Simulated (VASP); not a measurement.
# Os (P6_3/mmc) in VASP: notebook, part 2 of 2

VASP 6.6.1. The steps go on from the part before.

## Step 4: Elastic constants, PBEsol

POSCAR

```
Os
1.0
    2.7341000000      0.0000000000      0.0000000000
   -1.3670500000      2.3678000565      0.0000000000
    0.0000000000      0.0000000000      4.3197000000
Os
2
Direct
    0.6666666667      0.3333333333      0.7500000000
    0.3333333333      0.6666666667      0.2500000000
```

INCAR.step1

```
PREC = Accurate
ENCUT = 600
EDIFF = 1E-8
ISMEAR = -1
SIGMA = 0.05
LREAL = False
LASPH = True
NELM = 60
ALGO = Fast
ISIF = 3
LWAVE = False
LCHARG = False
GGA = PS
IBRION = 2
NSW = 40
EDIFFG = -0.002
```

INCAR.step2

```
PREC = Accurate
ENCUT = 600
EDIFF = 1E-8
ISMEAR = -1
SIGMA = 0.05
LREAL = False
LASPH = True
NELM = 60
ALGO = Fast
ISIF = 3
LWAVE = False
LCHARG = False
GGA = PS
IBRION = 6
NFREE = 2
POTIM = 0.015
NSW = 1
```

KPOINTS

```
regular mesh
0
Gamma
  8 8 5
```

Potentials or basis: VASP PAW PBE potentials, release 64 (Os).

Launch:

```bash
$ cat potpaw_PBE.64/Os/POTCAR > POTCAR
$ cp INCAR.step1 INCAR
$ mpirun -np 1 vasp_std > vasp.out
$ cp CONTCAR POSCAR
$ cp INCAR.step2 INCAR
$ mpirun -np 1 vasp_std > vasp.out
```

OUTCAR:

```text
PREC = Accurate
   ENCUT = 600
   EDIFF = 1E-8
   ISMEAR = -1
   LREAL = False
   LASPH = True
   NELM = 60
   ISIF = 3
   GGA = PS
   IBRION = 6
   NFREE = 2
   POTIM = 0.015
   NSW = 1

 ion  position               nearest neighbor table
   1  0.667  0.333  0.750-   2 2.67   2 2.67   2 2.67   2 2.67   2 2.67   2 2.67
   2  0.333  0.667  0.250-   1 2.67   1 2.67   1 2.67   1 2.67   1 2.67   1 2.67

  LATTYP: Found a hexagonal cell.
 ALAT       =     2.7282479945
 C/A-ratio  =     1.5801429904

  Lattice vectors:

 A1 = (   2.7282479945,   0.0000000000,   0.0000000000)
 A2 = (  -1.3641239973,   2.3627320711,   0.0000000000)
 A3 = (   0.0000000000,   0.0000000000,   4.3110219447)

Analysis of symmetry for initial positions (statically):
[... 796 lines left out ...]
  y    -1.02318     1.02318    -0.00000     0.00000     0.00000     0.00000
  z    -0.00000     0.00000     0.00000     0.00000     0.00000     0.00000

 Eigenvectors and eigenvalues of the dynamical matrix
 ----------------------------------------------------

   1 f  =    6.866904 THz    43.146028 2PiTHz  229.055248 cm-1    28.399218 meV
             X         Y         Z           dx          dy          dz
      1.364124  0.787577  3.233266     0.000000    0.000000   -0.707107
     -0.000000  1.575155  1.077755     0.000000    0.000000    0.707107
[... 11 lines left out ...]
   4 f  =    0.000000 THz     0.000001 2PiTHz    0.000003 cm-1     0.000000 meV
             X         Y         Z           dx          dy          dz
      1.364124  0.787577  3.233266     0.704916    0.055616    0.000000
     -0.000000  1.575155  1.077755     0.704916    0.055616    0.000000

   5 f/i=    0.000000 THz     0.000000 2PiTHz    0.000001 cm-1     0.000000 meV
             X         Y         Z           dx          dy          dz
      1.364124  0.787577  3.233266     0.000000   -0.000000    0.707107
     -0.000000  1.575155  1.077755     0.000000    0.000000    0.707107

   6 f/i=    0.000000 THz     0.000000 2PiTHz    0.000002 cm-1     0.000000 meV
             X         Y         Z           dx          dy          dz
      1.364124  0.787577  3.233266     0.055616   -0.704916   -0.000000
     -0.000000  1.575155  1.077755     0.055616   -0.704916    0.000000

--------------------------------------------------------------------------------------------------------

 ELASTIC MODULI CONTR FROM IONIC RELAXATION (kBar)
 Direction    XX          YY          ZZ          XY          YZ          ZX
 --------------------------------------------------------------------------------
 XX          -5.2315      5.2315     -0.0000     -0.0000      0.0000      0.0000
 YY           5.2315     -5.2315      0.0000      0.0000      0.0000      0.0000
 ZZ          -0.0000      0.0000     -0.0000     -0.0000      0.0000      0.0000
 XY          -0.0000      0.0000     -0.0000     -5.2315      0.0000      0.0000
 YZ           0.0000      0.0000      0.0000      0.0000      0.0000      0.0000
 ZX           0.0000      0.0000      0.0000      0.0000      0.0000      0.0000
 --------------------------------------------------------------------------------

 TOTAL ELASTIC MODULI (kBar)
 Direction    XX          YY          ZZ          XY          YZ          ZX
 --------------------------------------------------------------------------------
 XX        8216.0136   2383.8362   2452.4892     -0.0000      0.0000      0.0000
 YY        2383.8362   8216.0136   2452.4892      0.0000     -0.0000      0.0000
 ZZ        2452.4892   2452.4892   9044.2982      0.0000      0.0000      0.0000
 XY          -0.0000      0.0000     -0.0000   2916.0887      0.0000      0.0000
 YZ          -0.0000      0.0000      0.0000      0.0000   2951.0589      0.0000
 ZX           0.0000     -0.0000      0.0000      0.0000      0.0000   2951.0587
 --------------------------------------------------------------------------------
```

It took 5.4 min on 1 thread of Intel Xeon Platinum 8488C (Sapphire Rapids), shared host; peak memory 0.22 GiB.

Results:

| Property | Result |
| --- | --- |
| Relaxed volume | 13.89 Å³/atom |
| Relaxed cell | a = 2.728 Å, b = 2.728 Å, c = 4.311 Å, α = 90.00°, β = 90.00°, γ = 120.00° |
| Space group after relaxing (to 0.05 Å) | P6_3/mmc (No. 194) |
| Voigt bulk modulus | 445 GPa |
| Highest phonon frequency at Γ | 229 cm⁻¹ |

The path:
```csv
step,energy change (eV),largest force (eV/Å),pressure (GPa),volume (Å³)
1,0.0000,0.0000,-2.75,27.96
2,0.0310,0.0000,13.66,27.01
3,-0.0015,0.0000,-0.03,27.79
4,-0.0015,0.0000,0.03,27.79
5,-0.0015,0.0000,0.03,27.79
6,-0.0015,0.0000,0.03,27.79
7,-0.0015,0.0000,-0.09,27.80
8,-0.0015,0.0000,0.00,27.79
```

Final structure:
```
Os
1.0
     2.72825    0.00000    0.00000
    -1.36412    2.36273    0.00000
     0.00000    0.00000    4.31102
Os
2
Direct
  0.66667 0.33333 0.75000
  0.33333 0.66667 0.25000
```

Phonon frequencies in cm⁻¹ (negative: imaginary):
```tsv
q point	frequencies
(0.000, 0.000, 0.000)	0 0 0 182 182 229
```

Elastic tensor in Voigt notation (GPa, in the Cartesian axes of the cell as first typed):
```
822 238 245   0   0   0
238 822 245   0   0   0
245 245 904   0   0   0
  0   0   0 295   0   0
  0   0   0   0 295   0
  0   0   0   0   0 292
```

Clamped-ion elastic tensor (GPa):
```
822 238 245   0   0   0
238 822 245   0   0   0
245 245 904   0   0   0
  0   0   0 295   0   0
  0   0   0   0 295   0
  0   0   0   0   0 292
```

Caveat: the PAW data sets were made with another functional, which shifts forces and pressure a little. The run has no spin-orbit coupling, so splittings on Os are missing.

## Step 5: Band structure, PBE

INCAR

```
SYSTEM = Os
ALGO = Normal ; EDIFF = 1E-6
ENCUT = 520 ; GGA = PE
ISIF = 2 ; ISMEAR = -1
LASPH = .TRUE. ; LCHARG = .FALSE.
LMAXMIX = 4 ; LREAL = .FALSE.
LWAVE = .FALSE. ; NBANDS = 15
NELM = 60 ; PREC = Accurate
SIGMA = 0.05
```

KPOINTS

```
k-points
0
G
  11 11 6
  0 0 0
```

POSCAR is that of step 4.

KPOINTS_OPT

```
path GMKGALHA,LM,KH
20
line-mode
reciprocal
 0.0000000000  0.0000000000  0.0000000000  G
 0.5000000000  0.0000000000  0.0000000000  M

 0.5000000000  0.0000000000  0.0000000000  M
 0.3333333333  0.3333333333  0.0000000000  K

 0.3333333333  0.3333333333  0.0000000000  K
 0.0000000000  0.0000000000  0.0000000000  G

 0.0000000000  0.0000000000  0.0000000000  G
 0.0000000000  0.0000000000  0.5000000000  A

 0.0000000000  0.0000000000  0.5000000000  A
 0.5000000000  0.0000000000  0.5000000000  L

 0.5000000000  0.0000000000  0.5000000000  L
 0.3333333333  0.3333333333  0.5000000000  H

 0.3333333333  0.3333333333  0.5000000000  H
 0.0000000000  0.0000000000  0.5000000000  A

 0.5000000000  0.0000000000  0.5000000000  L
 0.5000000000  0.0000000000  0.0000000000  M

 0.3333333333  0.3333333333  0.0000000000  K
 0.3333333333  0.3333333333  0.5000000000  H
```

Potentials or basis: VASP PAW PBE potentials, release 54 (Os).

Launch:

```bash
$ cat potpaw_PBE.54/Os/POTCAR > POTCAR
$ mpirun -np 1 vasp_std > vasp.out
```

It took 65 s on 1 thread of Intel Xeon Platinum 8259CL at 2.50GHz (Skylake/Cascade Lake), shared host; peak memory 0.16 GiB.

Results (log left out):

| Property | Result |
| --- | --- |
| Free energy | -22.4735 eV |
| Pressure | 8.9 GPa |
| Band gap along the path | none (metal or under the smearing width) |

Stress tensor (GPa, compression positive):
```
8.76 0.00 0.00
0.00 8.76 0.00
0.00 0.00 9.03
```

Levels at the corners of the path, in eV from the Fermi level:
```
point  band 6  band 7  band 8  band 9  band 10  band 11
    Γ   -2.17   -2.17   -1.52   -1.52     0.07     1.73
    M   -2.53   -1.84    2.09    2.65     2.77     4.47
    M   -2.53   -1.84    2.09    2.65     2.77     4.47
    K   -3.39   -1.29    1.53    1.53     2.11     5.44
    K   -3.39   -1.29    1.53    1.53     2.11     5.44
    Γ   -2.17   -2.17   -1.52   -1.52     0.07     1.73
    Γ   -2.17   -2.17   -1.52   -1.52     0.07     1.73
    A   -3.21   -3.21   -3.21    0.94     0.94     0.94
    A   -3.21   -3.21   -3.21    0.94     0.94     0.94
    L   -1.16   -0.12   -0.12    2.43     2.43     3.35
    L   -1.16   -0.12   -0.12    2.43     2.43     3.35
    H   -3.39   -1.31   -1.31    1.68     1.68     8.40
    H   -3.39   -1.31   -1.31    1.68     1.68     8.40
    A   -3.21   -3.21   -3.21    0.94     0.94     0.94
    L   -1.16   -0.12   -0.12    2.43     2.43     3.35
    M   -2.53   -1.84    2.09    2.65     2.77     4.47
    K   -3.39   -1.29    1.53    1.53     2.11     5.44
    H   -3.39   -1.31   -1.31    1.68     1.68     8.40
```

Caveat: spin-orbit coupling is left out, which moves the levels of the heavy elements.
